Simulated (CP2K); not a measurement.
# Al (P-1) in CP2K: a series of runs

One crystal, Al, is run at these levels: PBE; tasks: atomic charges.

Program: CP2K 2026.2. These are calculated values, not measurements. Logs are shortened: lines on timing, memory, paths and dates and some standing lists are left out, and cuts for length are marked.

## 1. The structure

The typed cell holds 1 atom: a = 2.839 Å, b = 2.840 Å, c = 2.869 Å, α = 60.19°, β = 62.21°, γ = 59.49°.

## 2. Atomic charges, PBE

The input, al_charges.inp:

```
&GLOBAL
  PROJECT al_charges
  RUN_TYPE ENERGY_FORCE
  PRINT_LEVEL LOW
&END GLOBAL
&FORCE_EVAL
  METHOD QS
  STRESS_TENSOR ANALYTICAL
  &DFT
    BASIS_SET_FILE_NAME BASIS_MOLOPT_UZH
    POTENTIAL_FILE_NAME POTENTIAL_UZH
    &MGRID
      CUTOFF 450
      REL_CUTOFF 60
      NGRIDS 5
    &END MGRID
    &QS
      METHOD GPW
      EPS_DEFAULT 1.0E-9
    &END QS
    &KPOINTS
      SCHEME MONKHORST-PACK 11 11 11
      GAMMA_CENTERED T
      SYMMETRY T
      SYMMETRY_BACKEND SPGLIB
    &END KPOINTS
    &SCF
      SCF_GUESS ATOMIC
      EPS_SCF 1.0E-6
      MAX_SCF 100
      ADDED_MOS 8
      CHOLESKY OFF
      EPS_EIGVAL 1.0E-7
      &DIAGONALIZATION ON
        ALGORITHM STANDARD
      &END DIAGONALIZATION
      &MIXING ON
        METHOD BROYDEN_MIXING
        ALPHA 0.4
        BETA 1.5
        NBUFFER 8
      &END MIXING
      &SMEAR ON
        METHOD FERMI_DIRAC
        ELECTRONIC_TEMPERATURE [K] 580.226
      &END SMEAR
    &END SCF
    &XC
      &XC_FUNCTIONAL PBE
      &END XC_FUNCTIONAL
    &END XC
    &PRINT
      &KPOINTS ON
      &END KPOINTS
      &MULLIKEN ON
      &END MULLIKEN
      &MO ON
        ENERGIES T
        OCCUPATION_NUMBERS T
        &EACH
          QS_SCF 0
        &END EACH
        ADD_LAST NUMERIC
      &END MO
      &LOWDIN ON
      &END LOWDIN
      &HIRSHFELD ON
        SHAPE_FUNCTION GAUSSIAN
      &END HIRSHFELD
      &VORONOI ON
        VORONOI_RADII VDW
      &END VORONOI
      &E_DENSITY_CUBE ON
        STRIDE 1
      &END E_DENSITY_CUBE
      &V_HARTREE_CUBE ON
        STRIDE 1
      &END V_HARTREE_CUBE
      &ELF_CUBE ON
        STRIDE 1
      &END ELF_CUBE
    &END PRINT
  &END DFT
  &SUBSYS
    &CELL
      A 2.8392161732 0.0000000000 0.0000000000
      B 1.4418597637 2.4465485387 0.0000000000
      C 1.3375623274 0.8671055679 2.3852499314
      PERIODIC XYZ
    &END CELL
    &COORD
      Al  0.0000000000 0.0000000000 0.0000000000
    &END COORD
    &KIND Al
      BASIS_SET DZVP-MOLOPT-PBE-GTH-q3
      POTENTIAL GTH-PBE-q3
    &END KIND
    &PRINT
      &ATOMIC_COORDINATES ON
      &END ATOMIC_COORDINATES
      &CELL ON
      &END CELL
      &SYMMETRY ON
      &END SYMMETRY
    &END PRINT
  &END SUBSYS
  &PRINT
    &FORCES ON
    &END FORCES
    &STRESS_TENSOR ON
    &END STRESS_TENSOR
  &END PRINT
&END FORCE_EVAL
```

Potentials or basis: POTENTIAL_UZH Al GTH-PBE-q3; DZVP-MOLOPT-PBE-GTH basis.

The run is started by

```bash
OMP_NUM_THREADS=1 cp2k.psmp -i al_charges.inp -o al_charges.out
```

al_charges.out:

```text

 CP2K| version string:                                       CP2K version 2026.2
 CP2K| Input file name                                            al_charges.inp

 GLOBAL| Force Environment number                                              1
 GLOBAL| Basis set file name                                    BASIS_MOLOPT_UZH
 GLOBAL| Potential file name                                       POTENTIAL_UZH
 GLOBAL| MM Potential file name                                     MM_POTENTIAL
 GLOBAL| Coordinate file name                                      __STD_INPUT__
 GLOBAL| Method name                                                        CP2K
 GLOBAL| Project name                                                 al_charges
 GLOBAL| Run type                                                   ENERGY_FORCE
 GLOBAL| FFT library                                                       FFTW3
[... 5 lines left out ...]
 GLOBAL| Global print level                                                  LOW
 GLOBAL| Total number of message passing processes                             1
 GLOBAL| Number of threads for this process                                    1
 GLOBAL| CPU model name                                                  UNKNOWN

 CELL| Volume [angstrom^3]:                                            16.568614
 CELL| Vector a [angstrom]:       2.839     0.000     0.000   |a| =     2.839216
 CELL| Vector b [angstrom]:       1.442     2.447     0.000   |b| =     2.839817
 CELL| Vector c [angstrom]:       1.338     0.867     2.385   |c| =     2.868861
 CELL| Angle (b,c), alpha [degree]:                                    60.190867
 CELL| Angle (a,c), beta  [degree]:                                    62.209844
 CELL| Angle (a,b), gamma [degree]:                                    59.487265
 CELL| Numerically orthorhombic:                                              NO
 CELL| Periodicity                                                           XYZ

 CELL_REF| Volume [angstrom^3]:                                        16.568614
 CELL_REF| Vector a [angstrom     2.839     0.000     0.000   |a| =     2.839216
 CELL_REF| Vector b [angstrom     1.442     2.447     0.000   |b| =     2.839817
 CELL_REF| Vector c [angstrom     1.338     0.867     2.385   |c| =     2.868861
 CELL_REF| Angle (b,c), alpha [degree]:                                60.190867
 CELL_REF| Angle (a,c), beta  [degree]:                                62.209844
 CELL_REF| Angle (a,b), gamma [degree]:                                59.487265
 CELL_REF| Numerically orthorhombic:                                          NO
 CELL_REF| Periodicity                                                       XYZ
[... 9 lines left out ...]
 TOTAL NUMBERS AND MAXIMUM NUMBERS

  Total number of            - Atomic kinds:                                   1
                             - Atoms:                                          1
                             - Shell sets:                                     1
                             - Shells:                                         5
                             - Primitive Cartesian functions:                  4
                             - Cartesian basis functions:                     14
                             - Spherical basis functions:                     13

  Maximum angular momentum of- Orbital basis functions:                        2
                             - Local part of the GTH pseudopotential:          0
                             - Non-local part of the GTH pseudopotential:      2

 MODULE QUICKSTEP: ATOMIC COORDINATES IN ANGSTROM

   Atom Kind Element         X             Y             Z       Z(eff)     Mass
      1    1 Al   13      0.000000      0.000000      0.000000   3.0000  26.9815

 Crystal Symmetry Information
       International Symbol:                                                 P-1
       Point Group Symbol:                                                    -1
       Schoenflies Symbol:                                                  Ci^1
       Number of Symmetry Operations:                                          2

 SCF PARAMETERS         Density guess:                                    ATOMIC
                        --------------------------------------------------------
                        max_scf:                                             100
[... 7 lines left out ...]
                        --------------------------------------------------------
                        level_shift [a.u.]:                             0.000000
                        added MOs                                         8    0
                        --------------------------------------------------------
                        Mixing method:                            BROYDEN_MIXING
                                                charge density mixing in g-space
                        --------------------------------------------------------
                        Smear method:                                FERMI_DIRAC
                        Electronic temperature [K]:                        580.2
[... 21 lines left out ...]
 BRILLOUIN|     4           0.00150       -0.45455       -0.45455       -0.18182
 BRILLOUIN|     5           0.00150       -0.45455       -0.45455       -0.09091
 BRILLOUIN|     6           0.00150       -0.45455       -0.45455        0.00000
[... 32 lines left out ...]
 BRILLOUIN|    39           0.00150       -0.45455       -0.18182        0.00000
 BRILLOUIN|    40           0.00150       -0.45455       -0.18182        0.09091
 [... further k-points ...]
 *******************************************************************************

 Extrapolation method: initial_guess

 Number of electrons:                                                          3
 Number of occupied orbitals:                                                  2
 Number of molecular orbitals:                                                10

 Number of orbital functions:                                                 13
 Number of independent orbital functions:                                     13

 SCF WAVEFUNCTION OPTIMIZATION

  Step     Update method      Time    Convergence         Total energy    Change
  ------------------------------------------------------------------------------
     1 NoMix/Diag. 0.40E+00    4.4     1.16342926        -2.2119405318 -2.21E+00
     2 Broy./Diag. 0.40E+00    4.2     0.00412016        -2.1702365264  4.17E-02
     3 Broy./Diag. 0.40E+00    4.2     0.01403776        -2.0821678939  8.81E-02
     4 Broy./Diag. 0.40E+00    4.2     0.00079666        -2.0743734235  7.79E-03
     5 Broy./Diag. 0.40E+00    4.2     0.00067835        -2.0712830903  3.09E-03
     6 Broy./Diag. 0.40E+00    4.2     0.00005242        -2.0713525315 -6.94E-05
     7 Broy./Diag. 0.40E+00    4.2     0.00001871        -2.0713087585  4.38E-05
     8 Broy./Diag. 0.40E+00    4.2     0.00000625        -2.0713260854 -1.73E-05
     9 Broy./Diag. 0.40E+00    4.2     0.00000056        -2.0713279061 -1.82E-06

  *** SCF run converged in     9 steps ***

  Electronic density on regular grids:         -2.9999999999        0.0000000001
  Core density on regular grids:                2.9999999924       -0.0000000076
  Total charge density on r-space grids:       -0.0000000076
  Total charge density g-space grids:          -0.0000000076

  Overlap energy of the core charge distribution:               0.00000000000000
  Self energy of the core charge distribution:                 -5.64177408513588
  Core Hamiltonian energy:                                      1.18785806837597
  Hartree energy:                                               3.18588207532041
  Exchange-correlation energy:                                 -0.80318850109273
  Electronic entropic energy:                                  -0.00010546352942
  Fermi energy:                                                 0.26142719594138

  Total energy:                                                -2.07132790605232
  Total energy (extrapolated to T->0):                         -2.07127517428761

 MO| EIGENVALUES AND OCCUPATION NUMBERS FOR K POINT 1
 MO|
 MO|  Index      Eigenvalue [a.u.]        Eigenvalue [eV]             Occupation
 MO|      1               0.054361               1.479248               2.000000
 MO|      2               0.144010               3.918723               2.000000
 MO|      3               0.644870              17.547811               0.000000
 MO|      4               0.684843              18.635533               0.000000
 MO|      5               0.693042              18.858626               0.000000
 MO|      6               0.754842              20.540285               0.000000
 MO|      7               0.891793              24.266932               0.000000
 MO|      8               1.187095              32.302494               0.000000
 MO|      9               1.207136              32.847835               0.000000
 MO|     10               1.346140              36.630330               0.000000
 MO| Sum:                                                               4.000000
 MO| E(Fermi):            0.261427 a.u.          7.113796 eV
 MO| Band gap:            0.500860 a.u.         13.629088 eV
[... 198 lines left out ...]
 MO|
 MO|  Index      Eigenvalue [a.u.]        Eigenvalue [eV]             Occupation
 MO|      1               0.001926               0.052409               2.000000
 MO|      2               0.264572               7.199370               0.305941
 MO|      3               0.487698              13.270927               0.000000
 MO|      4               0.558024              15.184609               0.000000
 MO|      5               0.793476              21.591578               0.000000
 MO|      6               0.880371              23.956111               0.000000
 MO|      7               0.934893              25.439745               0.000000
 MO|      8               1.038665              28.263520               0.000000
 MO|      9               1.191800              32.430523               0.000000
 MO|     10               1.454309              39.573753               0.000000
 MO| Sum:                                                               2.305941
 MO| E(Fermi):            0.261427 a.u.          7.113796 eV

 [... the levels of further k-points ...]

 The electron density is written in Cube    file format to the file:

 al_charges-ELECTRON_DENSITY-1_0.cube

 !-----------------------------------------------------------------------------!
                     Mulliken Population Analysis

 #  Atom  Element  Kind  Atomic population                           Net charge
       1     Al       1          3.000000                              0.000000
 # Total charge                              3.000000                  0.000000

 !-----------------------------------------------------------------------------!

 !-----------------------------------------------------------------------------!
                           Hirshfeld Charges

  #Atom  Element  Kind  Ref Charge     Population                    Net charge
      1       Al     1       3.000          3.000                        -0.000

  Total Charge                                                           -0.000
 !-----------------------------------------------------------------------------!

 VORONOI| Collecting electron density from MPI ranks and sending to library...
 VORONOI| Voronoi integration finished.

 LOWDIN POPULATION ANALYSIS

 #  Atom  Element  Kind  Atomic population                           Net charge
       1     Al       1          3.000000                              0.000000
 # Total charge                              3.000000                  0.000000

               ----- ELF is computed on the real space grid -----

 ELF is written in Cube    file format to the file:

 al_charges-ELF_S1-1_0.cube

 ENERGY| Total FORCE_EVAL ( QS ) energy [hartree]             -2.071328955709373

 FORCES| Atomic forces [hartree/bohr]
 FORCES|   Atom     x               y               z               |f|
 FORCES|      1  1.56811097E-17  3.20136407E-18 -8.73086234E-16   8.73232911E-16
 FORCES| Sum     1.56811097E-17  3.20136407E-18 -8.73086234E-16
 FORCES| Total atomic force                                       8.73232911E-16

 STRESS| Analytical stress tensor [bar]
 STRESS|                        x                   y                   z
 STRESS|      x        1.67873273127E+03  -1.48628417642E+03   1.86467235140E+03
 STRESS|      y       -1.48628417642E+03   1.01186458450E+04  -1.62272771151E+03
 STRESS|      z        1.86467235140E+03  -1.62272771151E+03  -2.59647319290E+04
 STRESS| 1/3 Trace                                            -4.72245111758E+03
 STRESS| Determinant                                          -4.14301336242E+11

 STRESS| Eigenvectors and eigenvalues of the analytical stress tensor [bar]
 STRESS|                        1                   2                   3
 STRESS| Eigenvalues  -2.61537585029E+04   1.51241128643E+03   1.04739938637E+04
 STRESS|      x          -0.064556701155      0.982042232936     -0.177272347153
 STRESS|      y           0.041959200267      0.180157039414      0.982742523076
 STRESS|      z           0.997031522997      0.056004409458     -0.052836050877
```

Run time: 49 s. Hardware: 1 thread of Arm Neoverse V1, shared host; peak memory 0.22 GiB.

What came out:

```
Free energy            : -56.3637 eV
Pressure               : -0.5 GPa
Band gap on the k mesh : none (metal or under the smearing width)
```

Caveat: the basis of atomic orbitals isn't converged, which shifts pressures, moduli and gaps.

(Continued in part 2 of 2.)
